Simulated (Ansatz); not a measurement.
A plane-wave DFT run in Ansatz 0.2.0 (scalar-relativistic PAW potentials unless the input names others): input and command.

```yaml
crystal:
  lattice:
    - [-2.6403545785, 4.6305001121, 4.524980531]
    - [2.6403545785, -4.6305001121, 4.524980531]
    - [2.6403545785, 4.6305001121, -4.524980531]
  atoms:
    - { symbol: Si, position: [0.9169409215, 0.8404448547, 0.0764960668] }
    - { symbol: Si, position: [0.7360512121, 0.1595551453, 0.5764960668] }
    - { symbol: Si, position: [0.0830590785, 0.1595551453, 0.9235039332] }
    - { symbol: Si, position: [0.2639487879, 0.8404448547, 0.4235039332] }
    - { symbol: O, position: [0.1135035066, 0.8635035066, 0.25] }
    - { symbol: O, position: [0.8864964934, 0.1364964934, 0.75] }
    - { symbol: O, position: [0.7756691809, 0.5, 0.7756691809] }
    - { symbol: O, position: [0.2243308191, 0.0, 0.7243308191] }
    - { symbol: O, position: [0.2243308191, 0.5, 0.2243308191] }
    - { symbol: O, position: [0.7756691809, 0.0, 0.2756691809] }
    - { symbol: O, position: [0.0, 0.0, 0.0] }
    - { symbol: O, position: [0.5, 0.0, 0.5] }
basis:
  ecutwfc: 420
kpoints:
  mp_grid: { grid: [6, 6, 6] }
hamiltonian:
  xc: pbe
scf:
  occupations: { method: tetrahedron }
  n_extra_bands: 8
output:
  forces: true
  eigenvalues: true
  stress: true
```

```bash
ansatz run input.yaml --threads 2 --pin off --max-ram 5120MiB --backend cpu --events-out ev --progress --plain --runs-dir out
```

Abridged log:
```
Warning: output.forces, output.stress, relax.cell or npt_langevin: where a Kohn–Sham band that disperses or a degenerate level is filled in part under the method tetrahedron, the forces or the stress that this run publishes need not agree with its energy (scf.occupations.method in the input reference, under Limitations); prefer a smearing scheme for the forces or the stress
Basis set: ecut = 420 eV, 4341 PW (Γ), exchange–correlation on 96×96×96 points (8 copies of the dense FFT grid, shifted against one another)
Bands: 40, of which v1, the nominal top of the filled ones, is band 32 counted from 1 (31 counted from 0)
Symmetry: 8 space group operations
k-points: 46 of 216
SCF iter   1: F=—  HF=-7096.269019 eV  |F-HF|=—  |Δ(HF+E_count)|=         —  Δρ=1.81e-3  dr2=7.46e-3  ethr=1.77e-3  ⟨swp⟩=8.9  Hψ=10314  notcnv=0  defer=1
SCF iter   2: F=—  HF=-7096.267890 eV  |F-HF|=—  |Δ(HF+E_count)|=   1.13e-3  Δρ=6.83e-4  dr2=7.73e-4  ethr=1.17e-5  ⟨swp⟩=4.0  Hψ=3894  notcnv=0  defer=136
SCF iter   3: F=—  HF=-7096.268023 eV  |F-HF|=—  |Δ(HF+E_count)|=   1.33e-4  Δρ=2.73e-4  dr2=1.80e-4  ethr=1.21e-6  ⟨swp⟩=3.7  Hψ=3267  notcnv=0  defer=136
SCF iter   4: F=—  HF=-7096.268103 eV  |F-HF|=—  |Δ(HF+E_count)|=   8.03e-5  Δρ=8.71e-5  dr2=1.35e-5  ethr=2.81e-7  ⟨swp⟩=4.1  Hψ=3429  notcnv=0  defer=136
SCF iter   5: F=—  HF=-7096.268232 eV  |F-HF|=—  |Δ(HF+E_count)|=   1.29e-4  Δρ=3.08e-5  dr2=1.30e-6  ethr=2.11e-8  ⟨swp⟩=3.0  Hψ=3250  notcnv=0  defer=136
SCF iter   6: F=-7096.268233 eV  HF=-7096.268233 eV  |F-HF|=4.19e-8  |Δ(HF+E_count)|=   3.74e-7  Δρ=5.66e-6  dr2=4.25e-8  ethr=1.56e-10  ⟨swp⟩=7.2  Hψ=9966  notcnv=0
SCF 1 converged in 6 iterations: F = -7096.268233 eV  dr2 = 4.25e-8
SCF converged after 6 iterations
Stability not checked: this state was not tested for a lower state beside it, because cold or Methfessel-Paxton smearing, or corrected tetrahedra, fill the levels in a way that the test cannot read (fill_not_monotonic; see scf.lower_state_search)
Free energy (F): -7096.268233 eV
Harris-Foulkes:  -7096.268233 eV  (|F-HF|=4.19e-8)
Internal energy: -7096.268233 eV  (E = F + TS)
E sigma→0 (E₀):  -7096.268233 eV
Fermi energy:    -0.448140 eV
--- Forces (eV/Å), atoms counted from 1 ---
  atom   1  Si     0.00000000     0.00002016    -0.00003487
  atom   2  Si     0.00000000     0.00002016     0.00003487
  atom   3  Si     0.00000000    -0.00002016     0.00003487
  atom   4  Si     0.00000000    -0.00002016    -0.00003487
  atom   5  O      0.00000000     0.00000000    -0.00079820
  atom   6  O      0.00000000     0.00000000     0.00079820
  atom   7  O      0.00000000    -0.00102078     0.00000000
  atom   8  O      0.00000000     0.00102078     0.00000000
  atom   9  O      0.00000000     0.00102078     0.00000000
  atom  10  O      0.00000000    -0.00102078     0.00000000
  atom  11  O      0.00000000     0.00000000     0.00000000
  atom  12  O      0.00000000     0.00000000     0.00000000
--- Stress (GPa, compression-positive) ---
        0.614217       0.000000       0.000000
        0.000000       0.591021       0.000000
        0.000000       0.000000       0.626236
  P = ⅓ Tr σ = 0.6105 GPa (6.105 kbar)
```

Apart from outputs and the relaxation, which only the reference makes, the input differs from a reference run on usual settings in scf.n_extra_bands: not typed → 8; scf.occupations.width: 0.02 → not typed; scf.occupations.method: "gaussian" → "tetrahedron". The reference, at the same geometry, ended its own course with pressure 0.61 GPa, largest force 0.001 eV/Å, gap on the mesh 5.38 eV. This run converged in 6 SCF iterations with an energy at zero smearing within 0.01 meV/atom of the reference's, pressure 0.61 GPa, largest force 0.001 eV/Å, gap on the mesh 5.38 eV.

It took 12 s on 2 threads of Arm Neoverse V1, with other jobs on the host, peak memory 0.62 GiB.